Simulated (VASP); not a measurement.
# CaSe (Fm-3m) in VASP: a series of runs

Aim: see how the results for CaSe move with the level of theory and the settings. Levels: PBE+D3(BJ), PBE. Tasks: single point, relaxation of cell and atoms.

Everything below comes from runs of VASP 6.6.1. Logs are shortened: lines on timing, memory, paths and dates and some standing lists are left out, and cuts for length are marked.

**Experimental background.**

From a printed reference work, monograph, original work of 1988, for a bulk crystal of CaSe at 2 K: band gap 3.85 eV (indirect).

The results are compared with them further down.

## 1. The cell of the first run

It takes space group Fm-3m (No. 225, cubic). The conventional cell has a = 5.870 Å, b = 5.870 Å, c = 5.870 Å, α = 90.00°, β = 90.00°, γ = 90.00°. Ca (site symmetry m-3m) has 6 Se at 2.93 Å within 3.9 Å. Within 3.9 Å of Se (site symmetry m-3m) lie 6 Ca at 2.93 Å.

## 2. Single point, PBE+D3(BJ)

File INCAR:

```
SYSTEM = CaSe
ALGO = Normal ; EDIFF = 1E-6
ENCUT = 520 ; GGA = PE
ISIF = 2 ; ISMEAR = -1
IVDW = 12 ; LASPH = .True.
LCHARG = .False. ; LREAL = .False.
LWAVE = .False. ; NBANDS = 15
NELM = 60 ; PREC = Accurate
SIGMA = 0.02
```

File KPOINTS:

```
k-points
0
Gamma
  7 7 7
  0 0 0
```

File POSCAR:

```
CaSe
1.0
    0.0000000000      2.9347698440      2.9347698440
    2.9347698440      0.0000000000      2.9347698440
    2.9347698440      2.9347698440      0.0000000000
Ca Se
1 1
Direct
    0.0000000000      0.0000000000      0.0000000000
    0.5000000000      0.5000000000      0.5000000000
```

Potentials or basis: VASP PAW PBE potentials, release 64 (Ca_sv, Se).

Command:

```
cat potpaw_PBE.64/Ca_sv/POTCAR potpaw_PBE.64/Se/POTCAR > POTCAR
mpirun -np 1 vasp_std > vasp.out
```

OUTCAR:

```text
SYSTEM = CaSe
   EDIFF = 1E-6
   ENCUT = 520
   GGA = PE
   ISIF = 2
   ISMEAR = -1
   IVDW = 12
   LASPH = .True.
   LREAL = .False.
   NELM = 60
   PREC = Accurate
 IVDW          = 12

 ion  position               nearest neighbor table
   1  0.000  0.000  0.000-   2 2.93   2 2.93   2 2.93   2 2.93   2 2.93   2 2.93
   2  0.500  0.500  0.500-   1 2.93   1 2.93   1 2.93   1 2.93   1 2.93   1 2.93

  LATTYP: Found a face centered cubic cell.
 ALAT       =     5.8695396880

  Lattice vectors:

 A1 = (   0.0000000000,   2.9347698440,   2.9347698440)
 A2 = (   2.9347698440,   0.0000000000,   2.9347698440)
 A3 = (   2.9347698440,   2.9347698440,   0.0000000000)

Analysis of symmetry for initial positions (statically):
=====================================================================
 Subroutine PRICEL returns:
 Original cell was already a primitive cell.

 Routine SETGRP: Setting up the symmetry group for a
 face centered cubic supercell.

 Subroutine GETGRP returns: Found 48 space group operations
 (whereof 48 operations were pure point group operations)
 out of a pool of 48 trial point group operations.

The static configuration has the point symmetry O_h .

Analysis of symmetry for dynamics (positions and initial velocities):
=====================================================================
 Subroutine PRICEL returns:
 Original cell was already a primitive cell.

 Routine SETGRP: Setting up the symmetry group for a
 face centered cubic supercell.

 Subroutine GETGRP returns: Found 48 space group operations
 (whereof 48 operations were pure point group operations)
 out of a pool of 48 trial point group operations.

The dynamic configuration has the point symmetry O_h .

 Subroutine INISYM returns: Found 48 space group operations
 (whereof 48 operations are pure point group operations),
 and found     1 'primitive' translations

----------------------------------------------------------------------------------------

                                     Primitive cell

  volume of cell :      50.5536

  direct lattice vectors                    reciprocal lattice vectors
     0.000000000  2.934769844  2.934769844    -0.170371111  0.170371111  0.170371111
     2.934769844  0.000000000  2.934769844     0.170371111 -0.170371111  0.170371111
     2.934769844  2.934769844  0.000000000     0.170371111  0.170371111 -0.170371111

  length of vectors
     4.150391316  4.150391316  4.150391316     0.295091421  0.295091421  0.295091421

  position of ions in fractional coordinates (direct lattice)
     0.000000000  0.000000000  0.000000000
     0.500000000  0.500000000  0.500000000

[... 82 lines left out ...]
   NELECT =      16.0000    total number of electrons
   NUPDOWN=      -1.0000    fix difference up-down
   EMIN   =  10.00;   EMAX   =-10.00  energy-range for DOS
   EFERMI =   0.00;   METHOD = LEGACY
   ISMEAR =    -1;   SIGMA  =   0.02  broadening in eV -4-tet -1-fermi 0-gaus
   EFERMI_NEDOS =   21; number of points for ismear=-14 and -15
   IALGO  =     38    algorithm
   IMIX   =      4    mixing-type and parameters
     AMIX     =   0.40;   BMIX     =  1.00
     AMIX_MAG =   1.60;   BMIX_MAG =  1.00
  volume/ion in A,a.u.               =      25.28       170.58
  Fermi-wavevector in a.u.,A,eV,Ry     =   1.115657  2.108286 16.935049  1.244691
  Thomas-Fermi vector in A             =   2.252264
   LORBIT       =      0    0 simple, 1 ext, 2 COOP (PROOUT), +10 PAW based schemes
   GGA     = PE    functional components
   LHFCALC =     F    Hartree Fock is set to
   AEXX    =    0.0000 exact exchange contribution
   IVDW    =    12    specifies the selected vdW correction
   LEPSILON=     F    determine dielectric tensor
   LRPA    =     F    only Hartree local field effects (RPA)
 non-spin polarized calculation
  energy-cutoff  :      520.00
  volume of cell :       50.55
 maximum number of plane-waves:      1374
   NGX = 15   NGY = 15   NGZ = 15

 number of electron      16.0000001 magnetization

 Free energy of the ion-electron system (eV)
  ---------------------------------------------------
  ext. energy  EPLUGINS =         0.00000000
  ---------------------------------------------------
  free energy    TOTEN  =        -9.46621690 eV

  energy without entropy =       -9.46621690  energy(sigma->0) =       -9.46621690

 E-fermi :   3.0794     XC(G=0):  -9.2541

 val. band max:        2.6100729490   @ k =   0.0000   0.0000   0.0000
 cond. band min:       4.6389729358   @ k =   0.4286   0.4286   0.0000
 fundamental gap:      2.0288999868
 Fermi energy:         3.0794355408

 k-point     1 :       0.0000    0.0000    0.0000
  band No.  band energies     occupation
      1     -37.0691      2.00000
      2     -18.0674      2.00000
      3     -18.0674      2.00000
      4     -18.0674      2.00000
      5      -9.2714      2.00000
      6       2.6101      2.00000
      7       2.6101      2.00000
      8       2.6101      2.00000
      9       6.0787      0.00000
     10       6.3069      0.00000
     11       6.3069      0.00000
     12       6.3069      0.00000
     13       6.8991      0.00000
     14       6.8991      0.00000
[... 329 lines left out ...]
      2     -18.1367      2.00000
      3     -18.1352      2.00000
      4     -18.1005      2.00000
      5      -8.5649      2.00000
      6       0.4099      2.00000
      7       0.4701      2.00000
      8       1.1671      2.00000
      9       6.5944      0.00000
     10       7.5205      0.00000
     11       8.1263      0.00000
     12       8.5241      0.00000
     13       8.6615      0.00000
     14      10.6354      0.00000
     15      11.9263      0.00000

------------------------ aborting loop because EDIFF is reached ----------------------------------------

 Edisp (eV)   -0.72406

 E8    (eV) :    -0.3331

  FORCE on cell =-STRESS in cart. coord.  units (eV):
  Direction    XX          YY          ZZ          XY          YZ          ZX
  --------------------------------------------------------------------------------------
  -------------------------------------------------------------------------------------
  Total       0.06085     0.06085     0.06085     0.00000    -0.00000     0.00000
  in kB       1.92848     1.92848     1.92848     0.00000    -0.00000     0.00000
  external pressure =        1.93 kB  Pullay stress =        0.00 kB

 VOLUME and BASIS-vectors are now :
 -----------------------------------------------------------------------------
  energy-cutoff  :      520.00
  volume of cell :       50.55
      direct lattice vectors                 reciprocal lattice vectors
     0.000000000  2.934769844  2.934769844    -0.170371111  0.170371111  0.170371111
     2.934769844  0.000000000  2.934769844     0.170371111 -0.170371111  0.170371111
     2.934769844  2.934769844  0.000000000     0.170371111  0.170371111 -0.170371111

 POSITION                                       TOTAL-FORCE (eV/Angst)
 -----------------------------------------------------------------------------------
      0.00000      0.00000      0.00000         0.000000      0.000000     -0.000000
      2.93477      2.93477      2.93477        -0.000000     -0.000000      0.000000
 -----------------------------------------------------------------------------------
    total drift:                                0.000000     -0.000000     -0.000000

  FREE ENERGIE OF THE ION-ELECTRON SYSTEM (eV)
  ---------------------------------------------------
  free  energy   TOTEN  =       -10.1902783040 eV

  energy  without entropy=      -10.1902783040  energy(sigma->0) =      -10.19027830
```

stdout:

```text
POSCAR found type information on POSCAR CaSe
 POSCAR found :  2 types and       2 ions
 scaLAPACK will be used
 LDA part: xc-table for (Slater+PW92), standard interpolation
 POSCAR, INCAR and KPOINTS ok, starting setup
 FFT: planning ... GRIDC
 FFT: planning ... GRID_SOFT
 FFT: planning ... GRID
 WAVECAR not read
 entering main loop
```

It took 6.3 s on 1 thread of Intel Xeon 6975P-C (Granite Rapids), shared host; peak memory 0.18 GiB.

What came out:

```yaml
Free_energy: -10.1903 eV
Pressure: 0.2 GPa
Band_gap_on_the_k_mesh: 2.03 eV, indirect (least direct gap 2.96 eV)
Dispersion_energy_per_atom: -0.362 eV
```

Levels at points of the mesh, in eV from the valence-band top:
```tsv
k point	band 6	band 7	band 8	band 9	band 10	band 11
(0.00, 0.00, 0.00)	0.00	0.00	0.00	3.47	3.70	3.70
```

## 3. Single point, PBE

This run uses another cell than the first one, of 26.44 Å³/atom, 1.046 times its volume.

File INCAR:

```
ALGO = Normal
EDIFF = 1E-6
ENCUT = 520
GGA = PE
ISIF = 2
ISMEAR = -1
LASPH = T
LCHARG = F
LREAL = F
LWAVE = F
NBANDS = 15
NELM = 100
PREC = Accurate
SIGMA = 0.02
```

File KPOINTS:

```
k-points
0
Gamma
  7 7 7
```

File POSCAR:

```
CaSe
1.0
    0.0000000000      2.9792155264      2.9792155264
    2.9792155264      0.0000000000      2.9792155264
    2.9792155264      2.9792155264      0.0000000000
Ca Se
1 1
Direct
    0.0000000000      0.0000000000      0.0000000000
    0.5000000000      0.5000000000      0.5000000000
```

Potentials or basis: VASP PAW PBE potentials, release 64 (Ca_sv, Se).

Command:

```
cat potpaw_PBE.64/Ca_sv/POTCAR potpaw_PBE.64/Se/POTCAR > POTCAR
mpirun -np 1 vasp_std > vasp.out
```

Run time: 6.7 s. Hardware: 1 thread of Intel Xeon 6975P-C (Granite Rapids), shared host; peak memory 0.17 GiB.

The run converged. Its results:

- Free energy: -9.4857 eV
- Pressure: 0.2 GPa
- Band gap on the k mesh: 2.13 eV, indirect (least direct gap 3.02 eV)

Levels at points of the mesh, in eV from the valence-band top:
| k point | band 4 | band 5 | band 6 | band 7 | band 8 | band 9 | band 10 | band 11 | band 12 | band 13 |
| --- | --- | --- | --- | --- | --- | --- | --- | --- | --- | --- |
| (0.00, 0.00, 0.00) | -20.81 | -11.72 | 0.00 | 0.00 | 0.00 | 3.23 | 3.71 | 3.71 | 3.71 | 4.26 |

A k mesh can miss the band edges.

## 4. Single point, PBE

This run uses another cell than the first one, of 26.44 Å³/atom, 1.046 times its volume.

File INCAR:

```
SYSTEM = CaSe
ALGO = Normal
EDIFF = 1E-7
ENCUT = 520
GGA = PE
ISIF = 2
ISMEAR = -1
LASPH = .True.
LCHARG = .False.
LREAL = .False.
LWAVE = .False.
NBANDS = 15
NELM = 80
PREC = Accurate
SIGMA = 0.02
```

File KPOINTS:

```
k-points
0
Gamma
  7 7 7
  0 0 0
```

File POSCAR:

```
CaSe
1.0
    0.0000000000      2.9791742688      2.9791742688
    2.9791742688      0.0000000000      2.9791742688
    2.9791742688      2.9791742688      0.0000000000
Ca Se
1 1
Direct
    0.0000000000      0.0000000000      0.0000000000
    0.5000000000      0.5000000000      0.5000000000
```

Potentials or basis: VASP PAW PBE potentials, release 64 (Ca_sv, Se).

Command:

```
cat potpaw_PBE.64/Ca_sv/POTCAR potpaw_PBE.64/Se/POTCAR > POTCAR
mpirun -np 1 vasp_std > vasp.out
```

OUTCAR:

```text
SYSTEM = CaSe
   EDIFF = 1E-7
   ENCUT = 520
   GGA = PE
   ISIF = 2
   ISMEAR = -1
   LASPH = .True.
   LREAL = .False.
   NELM = 80
   PREC = Accurate

 ion  position               nearest neighbor table
   1  0.000  0.000  0.000-   2 2.98   2 2.98   2 2.98   2 2.98   2 2.98   2 2.98
   2  0.500  0.500  0.500-   1 2.98   1 2.98   1 2.98   1 2.98   1 2.98   1 2.98

  LATTYP: Found a face centered cubic cell.
 ALAT       =     5.9583485376

  Lattice vectors:

 A1 = (   0.0000000000,   2.9791742688,   2.9791742688)
 A2 = (   2.9791742688,   0.0000000000,   2.9791742688)
 A3 = (   2.9791742688,   2.9791742688,   0.0000000000)

Analysis of symmetry for initial positions (statically):
=====================================================================
 Subroutine PRICEL returns:
 Original cell was already a primitive cell.

 Routine SETGRP: Setting up the symmetry group for a
 face centered cubic supercell.

 Subroutine GETGRP returns: Found 48 space group operations
 (whereof 48 operations were pure point group operations)
 out of a pool of 48 trial point group operations.

[... 169 lines left out ...]
      5      -9.4263      2.00000
      6       2.2980      2.00000
      7       2.2980      2.00000
      8       2.2980      2.00000
      9       5.5238      0.00000
     10       6.0101      0.00000
     11       6.0101      0.00000
     12       6.0101      0.00000
     13       6.5577      0.00000
     14       6.5577      0.00000
[... 329 lines left out ...]
      2     -18.5647      2.00000
      3     -18.5639      2.00000
      4     -18.5356      2.00000
      5      -8.7893      2.00000
      6       0.2136      2.00000
      7       0.2649      2.00000
      8       0.9409      2.00000
      9       6.2667      0.00000
     10       7.1390      0.00000
     11       7.6762      0.00000
     12       8.0388      0.00000
     13       8.2032      0.00000
     14      10.0417      0.00000
     15      11.3000      0.00000

------------------------ aborting loop because EDIFF is reached ----------------------------------------

  FORCE on cell =-STRESS in cart. coord.  units (eV):
  Direction    XX          YY          ZZ          XY          YZ          ZX
  --------------------------------------------------------------------------------------
  -------------------------------------------------------------------------------------
  Total        0.0518297      0.0518297      0.0518297      0.0000000      0.0000000     -0.0000000
  in kB        1.5702603      1.5702603      1.5702603      0.0000000      0.0000000     -0.0000000
  external PRESSURE =       1.5702603 kB  Pullay stress =       0.0000000 kB

 VOLUME and BASIS-vectors are now :
 -----------------------------------------------------------------------------
  energy-cutoff  :      520.00
  volume of cell :       52.88
      direct lattice vectors                 reciprocal lattice vectors
     0.000000000  2.979174269  2.979174269    -0.167831740  0.167831740  0.167831740
     2.979174269  0.000000000  2.979174269     0.167831740 -0.167831740  0.167831740
     2.979174269  2.979174269  0.000000000     0.167831740  0.167831740 -0.167831740

 POSITION                                       TOTAL-FORCE (eV/Angst)
 -----------------------------------------------------------------------------------
      0.00000      0.00000      0.00000         0.000000     -0.000000     -0.000000
      2.97917      2.97917      2.97917        -0.000000      0.000000      0.000000
 -----------------------------------------------------------------------------------
    total drift:                                0.000000     -0.000000     -0.000000

  FREE ENERGIE OF THE ION-ELECTRON SYSTEM (eV)
  ---------------------------------------------------
  free  energy   TOTEN  =        -9.4856797794 eV

  energy  without entropy=       -9.4856797794  energy(sigma->0) =       -9.48567978
```

stdout:

```text
POSCAR found type information on POSCAR CaSe
 POSCAR found :  2 types and       2 ions
 scaLAPACK will be used
 LDA part: xc-table for (Slater+PW92), standard interpolation
 POSCAR, INCAR and KPOINTS ok, starting setup
 FFT: planning ... GRIDC
 FFT: planning ... GRID_SOFT
 FFT: planning ... GRID
 WAVECAR not read
 entering main loop
```

Run time: 7.3 s. Hardware: 1 thread of Intel Xeon 6975P-C (Granite Rapids), shared host; peak memory 0.17 GiB.

What came out:

```
Free energy            : -9.4857 eV
Pressure               : 0.2 GPa
Band gap on the k mesh : 2.13 eV, indirect (least direct gap 3.02 eV)
```

## 5. Single point, PBE

This run uses another cell than the first one, of 26.44 Å³/atom, 1.046 times its volume.

File INCAR:

```
SYSTEM = CaSe
PREC = Accurate
ENCUT = 520
EDIFF = 1E-7
ISMEAR = -1
SIGMA = 0.02
LREAL = .FALSE.
LASPH = .TRUE.
NELM = 80
ALGO = Normal
ISIF = 2
LWAVE = .FALSE.
LCHARG = .FALSE.
GGA = PE
NBANDS = 15
```

File KPOINTS:

```
Automatic mesh
0
G
  7 7 7
  0 0 0
```

File POSCAR:

```
CaSe
1.0
    0.0000000000      2.9792150948      2.9792150948
    2.9792150948      0.0000000000      2.9792150948
    2.9792150948      2.9792150948      0.0000000000
Ca Se
1 1
Direct
    0.0000000000      0.0000000000      0.0000000000
    0.5000000000      0.5000000000      0.5000000000
```

Command:

```
cat potpaw_PBE.64/Ca_sv/POTCAR potpaw_PBE.64/Se/POTCAR > POTCAR
mpirun -np 1 vasp_std > vasp.out
```

Run time: 7.3 s. Hardware: 1 thread of Intel Xeon 6975P-C (Granite Rapids), shared host; peak memory 0.17 GiB.

It converged, with:

* Free energy: -9.4857 eV
* Pressure: 0.2 GPa
* Band gap on the k mesh: 2.13 eV, indirect (least direct gap 3.02 eV)

Levels at points of the mesh, in eV from the valence-band top:
| k point | band 4 | band 5 | band 6 | band 7 | band 8 | band 9 | band 10 | band 11 | band 12 | band 13 |
| --- | --- | --- | --- | --- | --- | --- | --- | --- | --- | --- |
| (0.00, 0.00, 0.00) | -20.81 | -11.72 | 0.00 | 0.00 | 0.00 | 3.23 | 3.71 | 3.71 | 3.71 | 4.26 |

(Continued in part 2 of 2.)
